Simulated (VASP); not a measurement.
Calculation: optB88-vdW, VASP's PBE PAW potentials (set 64) (plane waves; VASP).

Input for VASP

File POSCAR:
```
CsBr
4.2856960
  1.0000000297   0.0000000000   0.0000000000
  0.0000000000   1.0000000297   0.0000000000
  0.0000000000   0.0000000000   1.0000000297
Cs Br
1 1
Direct
  0.0000000000   0.0000000000   0.0000000000
  0.5000000000   0.5000000000   0.5000000000
```

**INCAR**
```
SYSTEM=CsBr
PREC=Accurate; ENCUT=520; LREAL=.False.
LASPH=.True.; ICHARG=11
EDIFF=1E-7; NELM=100; ALGO=Normal
LMAXMIX=4
ISMEAR=0; SIGMA=0.05
GGA=BO; LUSE_VDW=.True.; AGGAC=0.0
PARAM1=0.1833333333; PARAM2=0.22
LWAVE=.False.; LCHARG=.False.; LORBIT=11
```

### KPOINTS
```
k-points along high-symmetry lines
15
Line-mode
Reciprocal
  0.000000   0.000000   0.000000 ! GAMMA
  0.000000   0.500000   0.000000 ! X

  0.000000   0.500000   0.000000 ! X
  0.500000   0.500000   0.000000 ! M

  0.500000   0.500000   0.000000 ! M
  0.000000   0.000000   0.000000 ! GAMMA

  0.000000   0.000000   0.000000 ! GAMMA
  0.500000   0.500000   0.500000 ! R

  0.500000   0.500000   0.500000 ! R
  0.000000   0.500000   0.000000 ! X

  0.500000   0.500000   0.500000 ! R
  0.500000   0.500000   0.000000 ! M
```

POTCAR, in this order: Cs_sv Br (PBE.64 set). Program: vasp_std. Read from the step before: CHGCAR.

Output

### OSZICAR
```
       N       E                     dE             d eps       ncg     rms          rms(c)
DAV:   1     0.100090741112E+03    0.10009E+03   -0.67269E+03  2160   0.113E+03
DAV:   2     0.603530710507E+01   -0.94055E+02   -0.87504E+02  3128   0.182E+02
DAV:   3    -0.167883180877E+01   -0.77141E+01   -0.76776E+01  2668   0.589E+01
DAV:   4    -0.176690246366E+01   -0.88071E-01   -0.88016E-01  2528   0.731E+00
DAV:   5    -0.176774664462E+01   -0.84418E-03   -0.84410E-03  2628   0.689E-01
DAV:   6    -0.176776408177E+01   -0.17437E-04   -0.17436E-04  2616   0.888E-02
DAV:   7    -0.176776460482E+01   -0.52304E-06   -0.52301E-06  2680   0.129E-02
DAV:   8    -0.176776462286E+01   -0.18047E-07   -0.18034E-07  2304   0.215E-03
   1 F= -.17677646E+01 E0= -.17677646E+01  d E =-.739418E-11
```

**OUTCAR**
```
 val. band max:       -0.4489186342   @ k =   0.0000   0.0000   0.0000

 cond. band min:       4.0181157310   @ k =   0.0000   0.0000   0.0000



 k-point     1 :       0.0000    0.0000    0.0000
  band No.  band energies     occupation
      1     -20.2723      2.00000
      2     -12.8515      2.00000
      3      -6.8361      2.00000
      4      -6.8361      2.00000
      5      -6.8361      2.00000
      6      -0.4489      2.00000
      7      -0.4489      2.00000
      8      -0.4489      2.00000
      9       4.0181      0.00000
     10       4.4218      0.00000
     11       4.4218      0.00000
     12       8.6376      0.00000

 k-point     2 :       0.0000    0.0357    0.0000
  band No.  band energies     occupation
      1     -20.2716      2.00000
      2     -12.8517      2.00000
      3      -6.8416      2.00000
      4      -6.8348      2.00000
      5      -6.8348      2.00000
      6      -0.4720      2.00000
      7      -0.4515      2.00000
      8      -0.4515      2.00000
      9       4.0522      0.00000
     10       4.4301      0.00000
     11       4.4517      0.00000
     12       8.6327      0.00000

 k-point     3 :       0.0000    0.0714    0.0000
  band No.  band energies     occupation
      1     -20.2696      2.00000
      2     -12.8522      2.00000
      3      -6.8578      2.00000
      4      -6.8310      2.00000
      5      -6.8310      2.00000
      6      -0.5385      2.00000
      7      -0.4591      2.00000
      8      -0.4591      2.00000
      9       4.1519      0.00000
     10       4.4548      0.00000
     11       4.5404      0.00000
     12       8.6072      0.00000

 k-point     4 :       0.0000    0.1071    0.0000
  band No.  band energies     occupation
      1     -20.2664      2.00000
      2     -12.8530      2.00000
      3      -6.8835      2.00000
      4      -6.8248      2.00000
      5      -6.8248      2.00000
      6      -0.6408      2.00000
      7      -0.4715      2.00000
...
```

The density is held fixed in this step, so its total energy and stress have no physical meaning. Unless said otherwise, spin-orbit coupling is left out, though it shifts the bands of the heavy elements here.

The compound is CsBr in the CsCl type structure. It was relaxed first.
